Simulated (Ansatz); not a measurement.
Ga, DFT, PBE, all-electron LAPW, scalar-relativistic (Ansatz 0.2.0), run on 1 thread of Arm Neoverse V1 on a shared host.

The cell is COD entry 9012723, as deposited and not checked against the literature; nothing was relaxed. The listed cell was then made from it by scaling, straining or moving an atom.

Command: `ansatz run input.yaml --threads 1 --pin off --max-ram 3072MiB --backend cpu --events-out ev --progress --plain --runs-dir out`

```yaml
crystal:
  lattice:
    - [-1.3945768973, 1.3945768973, 2.2140398177]
    - [1.3945768973, -1.3945768973, 2.2140398177]
    - [1.3945768973, 1.3945768973, -2.2140398177]
  atoms:
    - { symbol: Ga, position: [0.0, 0.0, 0.0] }
kpoints:
  mp_grid: { grid: [14, 14, 16] }
  band_path:
    path:
      - [0.0, 0.0, 0.0]
      - [0.0, 0.0, 0.5]
      - [0.25, 0.25, 0.25]
      - [0.0, 0.5, 0.0]
      - [0.0, 0.0, 0.0]
      - [0.5, 0.5, -0.5]
      - [0.3491868475, 0.6508131525, -0.3491868475]
      - [-0.3491868475, 0.3491868475, 0.3491868475]
      - [0.0, 0.0, 0.0]
    npoints: 5
scf:
  occupations: { method: fermi_dirac, width: 0.05 }
hamiltonian:
  xc: pbe
  pseudopotentials: { kind: all_electron, lapw: { basis_error: 0.00025 } }
output:
  forces: true
  stress: true
  eigenvalues: true
```

Q: How large is the problem that the program sets up?

A: 849 irreducible k-points, 169 plane waves at Γ, 15 bands.

Q: Estimate the wall time and the peak memory.

A: 70 s of wall time for 7 SCF iterations, with a peak of 0.84 GiB. Times on shared machines scatter by tens of per cent.
